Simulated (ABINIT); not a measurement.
# BAs (F-43m): G0W0 with ABINIT, start to end

Aim: the G0W0 gap of BAs (F-43m) on LDA, step by step.

Main program and level: ABINIT 10.8.3; LDA and many-body steps on it, plane waves.

**Experimental background.**

- Gap 1.82 eV: indirect gap from Tauc plot of optical absorption; UV-visible absorption, indirect Tauc plot; 300 K; bulk crystal (three thin as-grown single crystals with the same absorption edge) (“Photoluminescence mapping and time-domain thermo-photoluminescence for rapid imaging and measurement of thermal conductivity of boron arsenide”, 2019, arxiv:1910.07149).

- Gap 4.12 eV: direct gap from square of absorption coefficient, average of two samples; spectroscopic ellipsometry; 300 K; bulk crystal (CVT-grown opaque bulk crystals) (“Optical properties of cubic boron arsenide”, 2019, arxiv:1911.04914).

- Gap 2.02 eV: indirect gap from square root of absorption coefficient, average of three samples; transmission and reflection spectroscopy; 300 K; bulk crystal (CVT-grown platelets about 10 um thick) (“Optical properties of cubic boron arsenide”, 2019, arxiv:1911.04914).

## Step 1: The starting structure

It takes space group F-43m (No. 216, cubic). Conventional cell: a = 4.777 Å, b = 4.777 Å, c = 4.777 Å, α = 90.00°, β = 90.00°, γ = 90.00°. Nearest to B lie 4 As at 2.07 Å. Nearest to As lie 4 B at 2.07 Å. Farther neighbours are not listed.

The cell and positions come from the Crystallography Open Database and are kept as given unless a step says otherwise.

## Step 2: Ground state

This step: ABINIT 10.8.3; DFT, LDA, plane waves, norm-conserving pseudopotentials.

The ground-state density comes first.

File run.abi:

```
acell 3*1.0 Angstrom
rprim 
  -0.000000000000 2.388500000000 2.388500000000
  2.388500000000 -0.000000000000 2.388500000000
  2.388500000000 2.388500000000 -0.000000000000
ntypat 2
znucl 5 33
natom 2
typat 1 2
xred 
  0.000000000000 0.000000000000 0.000000000000
  0.250000000000 0.250000000000 0.250000000000
pp_dirpath "pseudos"
pseudos "B.upf, As.upf"
ecut 44
ngkpt 8 8 8
nshiftk 1
shiftk 0 0 0
kptopt 1
chksymbreak 0
nband 18
occopt 1
tolvrs 1e-10
nstep 60
prtwf 0
indata_prefix "in"
outdata_prefix "out"
tmpdata_prefix "tmp"
```

Command:

```console
$ OMP_NUM_THREADS=1 mpirun -n 8 abinit run.abi > log
```

Numbers of over 12 decimals in the logs are rounded to 6 here.

The program printed:

```text
.Version 10.8.3 of ABINIT. v10.8.2 released Aug 2026.

 Symmetries : space group F-4 3 m (#216); Bravais cF (face-center cubic)
================================================================================
 Values of the parameters that define the memory need of the present run
     intxc =       0    ionmov =       0      iscf =       7    lmnmax =       6
     lnmax =       6     mgfft =      40  mpssoang =       3    mqgrid =    3001
     natom =       2  nloc_mem =       1    nspden =       1   nspinor =       1
    nsppol =       1      nsym =      24    n1xccc =    2501    ntypat =       2
    occopt =       1   xclevel =       1
-    mband =          18        mffmem =           1         mkmem =           4
       mpw =        2601          nfft =       64000          nkpt =          29
================================================================================
  Rough estimation (10% accuracy) of disk space for files :
================================================================================

--------------------------------------------------------------------------------
------------- Echo of variables that govern the present computation ------------
--------------------------------------------------------------------------------
 -outvars: echo values of preprocessed input variables --------
            acell      1.8897261259E+00  1.8897261259E+00  1.8897261259E+00 Bohr

      chksymbreak           0
             ecut      4.40000000E+01 Hartree
-          fftalg         312

              ixc       -1012
              kpt      0.00000000E+00  0.00000000E+00  0.00000000E+00
                       1.25000000E-01  0.00000000E+00  0.00000000E+00
                       2.50000000E-01  0.00000000E+00  0.00000000E+00
                       3.75000000E-01  0.00000000E+00  0.00000000E+00
                       5.00000000E-01  0.00000000E+00  0.00000000E+00
                       1.25000000E-01  1.25000000E-01  0.00000000E+00
                       2.50000000E-01  1.25000000E-01  0.00000000E+00
                       3.75000000E-01  1.25000000E-01  0.00000000E+00
                       5.00000000E-01  1.25000000E-01  0.00000000E+00
   [... 18 further rows ...]
                      -3.75000000E-01  5.00000000E-01  1.25000000E-01
                      -2.50000000E-01  5.00000000E-01  2.50000000E-01
         kptrlatt        8    0    0      0    8    0      0    0    8
          kptrlen      5.10656775E+01
P           mkmem           4
            natom           2
            nband          18
            ngfft          40      40      40
             nkpt          29
            nstep          60
             nsym          24
           ntypat           2
              occ      2.000000  2.000000  2.000000  2.000000  2.000000  2.000000
                       2.000000  2.000000  2.000000  2.000000  2.000000  2.000000
                       2.000000  0.000000  0.000000  0.000000  0.000000  0.000000
            prtwf           0
            rprim     -0.0000000000E+00  2.3885000000E+00  2.3885000000E+00
[...]
spgroup         216

           tolvrs      1.00000000E-10

             xred      0.0000000000E+00  0.0000000000E+00  0.0000000000E+00
[...]
znucl        5.00000   33.00000

================================================================================

 chkinp: Checking input parameters for consistency.

================================================================================
== DATASET  1 ==================================================================
-   mpi_nproc: 8, omp_nthreads: 1 (-1 if OMP is not activated)

--- !DatasetInfo
iteration_state: {dtset: 1, }
dimensions: {natom: 2, nkpt: 29, mband: 18, nsppol: 1, nspinor: 1, nspden: 1, mpw: 2601, }
cutoff_energies: {ecut:  44.0, pawecutdg:  -1.0, }
electrons: {nelect:   2.60000000E+01, charge:   0.00000000E+00, occopt:   1.00000000E+00, tsmear:   1.00000000E-02, }

 Real(R)+Recip(G) space primitive vectors, cartesian coordinates (Bohr,Bohr^-1):
 R(1)=  0.0000000  4.5136109  4.5136109  G(1)= -0.1107761  0.1107761  0.1107761
 R(2)=  4.5136109  0.0000000  4.5136109  G(2)=  0.1107761 -0.1107761  0.1107761
 R(3)=  4.5136109  4.5136109  0.0000000  G(3)=  0.1107761  0.1107761 -0.1107761
 Unit cell volume ucvol=  1.8390873E+02 bohr^3
 Angles (23,13,12)=  6.00000000E+01  6.00000000E+01  6.00000000E+01 degrees

 getcut: wavevector=  0.0000  0.0000  0.0000  ngfft=  40  40  40
         ecut(hartree)=     44.000   => boxcut(ratio)=   2.09860

--- Pseudopotential description ------------------------------------------------
- B Generated using ONCVPSP code by D. R. Hamann
-  5.00000   3.00000  180309                  znucl, zion, pspdat
12 -1012 1 -1 1498                            pspcod,pspxc,lmax,lloc,mmax
     nproj     2     2     0
  pspatm : epsatm=    3.19369156
         --- l  ekb(1:nproj) -->
[...]
pspatm: atomic psp has been read  and splines computed

- As Generated using ONCVPSP code by D. R. Hamann
- 33.00000  23.00000  180309                  znucl, zion, pspdat
12 -1012 2 -1 1326                            pspcod,pspxc,lmax,lloc,mmax
     nproj     2     2     2
  pspatm : epsatm=   24.70505022
         --- l  ekb(1:nproj) -->
[...]
2  -10.058836   -4.332574
 pspatm: atomic psp has been read  and splines computed

   7.25367286E+02                                ecore*ucvol(ha*bohr**3)
--------------------------------------------------------------------------------

_setup2: Arith. and geom. avg. npw (full set) are    2564.154    2564.133

================================================================================

--- !BeginCycle
iteration_state: {dtset: 1, }
solver: {iscf: 7, nstep: 60, nline: 4, wfoptalg: 0, }
tolerances: {tolvrs: 1.00E-10, }

     iter   Etot(hartree)      deltaE(h)  residm     vres2
 ETOT  1  -310.39078290113    -3.104E+02 1.456E+00 2.223E+02
 ETOT  2  -311.26520774852    -8.744E-01 1.832E-02 9.896E+01
 ETOT  3  -311.27731079672    -1.210E-02 2.657E-03 1.541E+00
 ETOT  4  -311.27742436277    -1.136E-04 1.834E-03 7.389E-02
 ETOT  5  -311.27745571621    -3.135E-05 5.148E-04 1.516E-02
 ETOT  6  -311.27745697790    -1.262E-06 8.442E-04 1.700E-03
 ETOT  7  -311.27745711881    -1.409E-07 2.333E-04 1.328E-05
 ETOT  8  -311.27745712001    -1.192E-09 7.202E-04 4.390E-09
 ETOT  9  -311.27745712001    -5.230E-12 1.782E-04 3.220E-10
 ETOT 10  -311.27745712000     1.387E-11 4.180E-04 2.736E-13

 At SCF step   10       vres2   =  2.74E-13 < tolvrs=  1.00E-10 =>converged.

 Cartesian components of stress tensor (hartree/bohr^3)
  sigma(1 1)=  5.62774196E-04  sigma(3 2)=  0.00000000E+00
  sigma(2 2)=  5.62774196E-04  sigma(3 1)=  0.00000000E+00
  sigma(3 3)=  5.62774196E-04  sigma(2 1)=  0.00000000E+00

--- !ResultsGS
iteration_state: {dtset: 1, }
comment   : Summary of ground state results
lattice_vectors:
- [ -0.0000000,   4.5136109,   4.5136109, ]
- [  4.5136109,  -0.0000000,   4.5136109, ]
- [  4.5136109,   4.5136109,  -0.0000000, ]
lattice_lengths: [   6.38321,    6.38321,    6.38321, ]
lattice_angles: [ 60.000,  60.000,  60.000, ] # degrees, (23, 13, 12)
lattice_volume:   1.8390873E+02
convergence: {deltae:  1.387E-11, res2:  2.736E-13, residm:  4.180E-04, diffor: null, }
etotal    :  -3.11277457E+02
entropy   :   0.00000000E+00
fermie    :   2.85306864E-01
cartesian_stress_tensor: # hartree/bohr^3
- [  5.62774196E-04,   0.00000000E+00,   0.00000000E+00, ]
- [  0.00000000E+00,   5.62774196E-04,   0.00000000E+00, ]
- [  0.00000000E+00,   0.00000000E+00,   5.62774196E-04, ]
pressure_GPa:  -1.6557E+01
xred      :
- [  0.0000E+00,   0.0000E+00,   0.0000E+00,  B]
- [  2.5000E-01,   2.5000E-01,   2.5000E-01, As]
cartesian_forces: # hartree/bohr
- [ -0.00000000E+00,  -0.00000000E+00,  -0.00000000E+00, ]
- [ -0.00000000E+00,  -0.00000000E+00,  -0.00000000E+00, ]
force_length_stats: {min:   0.00000000E+00, max:   0.00000000E+00, mean:   0.00000000E+00, }

 Integrated electronic density in atomic spheres:
 ------------------------------------------------
 Atom  Sphere_radius  Integrated_density
    1        2.00000          2.54971885
    2        2.00000         20.50276107
================================================================================

 ----iterations are completed or convergence reached----

 Mean square residual over all n,k,spin=   11.321E-07; max=  41.805E-05
 reduced coordinates (array xred) for    2 atoms
       0.000000000000      0.000000000000      0.000000000000
       0.250000000000      0.250000000000      0.250000000000
 rms dE/dt=  0.0000E+00; max dE/dt=  0.0000E+00; dE/dt below (all hartree)
    1       0.000000000000      0.000000000000      0.000000000000
    2       0.000000000000      0.000000000000      0.000000000000

 cartesian coordinates (angstrom) at end:
    1      0.000000     0.000000     0.000000
    2      1.194250     1.194250     1.194250

 cartesian forces (hartree/bohr) at end:
    1     -0.000000    -0.000000    -0.000000
    2     -0.000000    -0.000000    -0.000000
 frms,max,avg= 0.0000000E+00 0.0000000E+00   0.000E+00  0.000E+00  0.000E+00 h/b

 cartesian forces (eV/Angstrom) at end:
    1     -0.000000    -0.000000    -0.000000
    2     -0.000000    -0.000000    -0.000000
 frms,max,avg= 0.0000000E+00 0.0000000E+00   0.000E+00  0.000E+00  0.000E+00 e/A
 length scales=  1.889726125908  1.889726125908  1.889726125908 bohr
              =  1.000000000000  1.000000000000  1.000000000000 angstroms
 prteigrs : about to open file out_EIG
 Fermi (or HOMO) energy (hartree) =   0.28531   Average Vxc (hartree)=  -0.42392
 Eigenvalues (hartree) for nkpt=  29  k points:
 kpt#   1, nband= 18, wtk=  0.00195, kpt=  0.0000  0.0000  0.0000 (reduced coord)
  -6.49641   -4.43418   -4.43418   -4.43418   -1.03529   -1.03529   -1.03529   -1.03446
  -1.03446   -0.28054    0.28531    0.28531    0.28531    0.40509    0.40509    0.40509
   0.45588    0.62946
 prteigrs : prtvol=0 or 1, do not print more k-points.

--- !EnergyTerms
iteration_state     : {dtset: 1, }
comment             : Components of total free energy in Hartree
kinetic             :  1.38083154569602E+02
hartree             :  1.24404910506707E+02
xc                  : -3.22178819045226E+01
Ewald energy        : -1.42752833839720E+02
psp_core            :  3.94417004691896E+00
local_psp           : -3.26545445929201E+02
non_local_psp       : -7.61935305697805E+01
total_energy        : -3.11277457119996E+02
total_energy_eV     : -8.47029111535901E+03
band_energy         : -4.95915609117111E+01

 Cartesian components of stress tensor (hartree/bohr^3)
  sigma(1 1)=  5.62774196E-04  sigma(3 2)=  0.00000000E+00
  sigma(2 2)=  5.62774196E-04  sigma(3 1)=  0.00000000E+00
  sigma(3 3)=  5.62774196E-04  sigma(2 1)=  0.00000000E+00

-Cartesian components of stress tensor (GPa)         [Pressure= -1.6557E+01 GPa]
- sigma(1 1)=  1.65573885E+01  sigma(3 2)=  0.00000000E+00
- sigma(2 2)=  1.65573885E+01  sigma(3 1)=  0.00000000E+00
- sigma(3 3)=  1.65573885E+01  sigma(2 1)=  0.00000000E+00

== END DATASET(S) ==============================================================
================================================================================

 -outvars: echo values of variables after computation  --------
           etotal     -3.1127745712E+02
            nband          18
             nkpt          29
          spgroup         216
 [... the other variables as echoed above ...]

 Calculation completed.
```

Run time: 7.4 s. Hardware: 8 MPI ranks of Arm Neoverse V2, shared host; peak memory 0.56 GiB; 58 s of CPU time.

Numbers from this step:

```
total energy               : -8470.2911 eV
gap                        : 1.151 eV
k of the valence top       : 0, 0, 0
k of the conduction bottom : 0.375, 0.375, 0
least direct gap           : 3.259 eV
pressure                   : -16.56 GPa
```

The gap is indirect, with the least direct gap 2.11 eV higher.

The cutoff was set for levels, not for stress, so the pressure can be off by some GPa.

(Continued in part 2 of 3.)

[Paths, hosts, dates, memory and timing lines, banners, echoed tables and standing remarks are left out of the program output.]

[Logs are printed without paths, hosts, clocks, repeated set-up lines and the standing remarks that a program may print on its own settings, such as how far it seeks lower states.]

[Runs of the session that timed out or met a known fault of the program may be left out.]

[Hosts, paths, dates, database ids (printed as entryN), source tags and the programs' standing remarks are cut or masked in the printed files.]

[G0W0 gaps are taken among the corrected bands and points alone; a level outside them can change the order at an edge.]

[Where Ansatz stands beside ABINIT at settings called matched, ABINIT's density can come from a denser mesh and the files from another edition; pairs whose starting gaps differed by over 0.03 eV were left out, so agreement reads better than it is.]
